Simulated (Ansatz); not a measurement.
# Computed properties of CuCl (zincblende)

All numbers come from Ansatz 0.2.0. (Simulation; spin polarisation is off.)

CuCl built on the zincblende prototype, relaxed with r2SCAN. It is cubic, F-43m (No. 216); a = 5.358 Å in the conventional setting, 19.22 Å³ an atom. Around Cu lie 4 Cl at 2.32 Å; around Cl lie 4 Cu at 2.32 Å.

```
Cu Cl
1.0
     0.00000    2.67876    2.67876
     2.67876    0.00000    2.67876
     2.67876    2.67876    0.00000
Cu Cl
1 1
Cartesian
  0.0000 0.0000 0.0000
  1.3394 1.3394 1.3394
```

Relaxed lattice by functional, symmetry kept:
```
functional  k mesh  a (Å)  volume (Å³/atom)
       PBE   8×8×8  5.423             19.94
    r2SCAN   8×8×8  5.358             19.22
```

Gaps on the r2SCAN cell, each the least over its mesh and the special points:
```csv
level,k mesh,gap (eV),kind,edges,least direct gap (eV),rough cost
PBE,8×8×8,0.60,direct,Γ,0.60,5 core-seconds
r2SCAN,8×8×8,0.97,direct,Γ,0.97,8 core-seconds
HSE06,6×6×6,2.41,direct,Γ,2.41,80 core-seconds
PBE0,6×6×6,3.12,direct,Γ,3.12,80 core-seconds
```
PBE: smearing of 0.02 eV; the others have fixed occupations.
Wave cutoffs: 420 eV, 500 eV (r2SCAN).
Costs come from shared machines and give only the order; PBE's includes the band path. The runs had 2 threads of Arm Neoverse V1, on a shared host.

With HSE06 the gap is 2.41 eV and direct, at Γ.

r2SCAN covers 21 % of the step from PBE to HSE06, while HSE06 needs about 11 times r2SCAN's cost (on a coarser mesh). Among these functionals the gap stays direct.

r2SCAN (ground state on 8×8×8): The clamped-ion dielectric constant comes out as 4.50 in all directions. Born charges, averaged over directions: Cu +1.03, Cl -1.03 e.

The meshes of the hybrids are coarse, so their gaps aren't converged to the digits shown.
